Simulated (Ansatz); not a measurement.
This cell of LaAlO3 (cubic perovskite) is off equilibrium:

```yaml
crystal:
  lattice:
    - [3.77165, 0.00000, 0.00000]
    - [0.00000, 3.77165, 0.00000]
    - [0.00000, 0.00000, 3.77165]
  atoms:
    - { symbol: La, position: [0.50000, 0.50000, 0.50000] }
    - { symbol: Al, position: [0.00000, 0.00000, 0.00000] }
    - { symbol: O, position: [0.00000, 0.50000, 0.16438] }
    - { symbol: O, position: [0.50000, 0.00000, 0.00000] }
    - { symbol: O, position: [0.00000, 0.00000, 0.50000] }
```

Computed with PBEsol (plane waves to 420 eV, PAW, scalar-relativistic; Ansatz, a first-principles code). k mesh 7×7×7 (Γ-centred), Fermi-Dirac smearing 0.05 eV. E stands for the smeared free energy. Compression counts positive. LaAlO3 is run without spin polarisation. LaAlO3 was relaxed with its symmetry unable to fall. This is a high-temperature form of LaAlO3.

What forces act on the atoms (eV/Å, Cartesian)?


| atom | Fx | Fy | Fz |
|---|---|---|---|
| La1 | 0.000 | 0.000 | 0.785 |
| Al2 | 0.000 | 0.000 | 0.983 |
| O3 | 0.000 | 0.000 | -4.640 |
| O4 | 0.000 | 0.000 | -0.424 |
| O5 | 0.000 | 0.000 | 3.296 |

What is the stress tensor (GPa)?


```
    8.1      0.0      0.0
    0.0      8.3      0.0
    0.0      0.0      8.0
```
The pressure, a third of the trace, is 8.2 GPa.

In it atom 3 sits (0.000, 0.000, 0.620) Å away from its relaxed site. What is its energy relative to the relaxed cell?

1260 meV/cell.

(For displaced atoms, the force is minus the slope of the energy, and its curvature is a force constant, which sets phonon frequencies.)
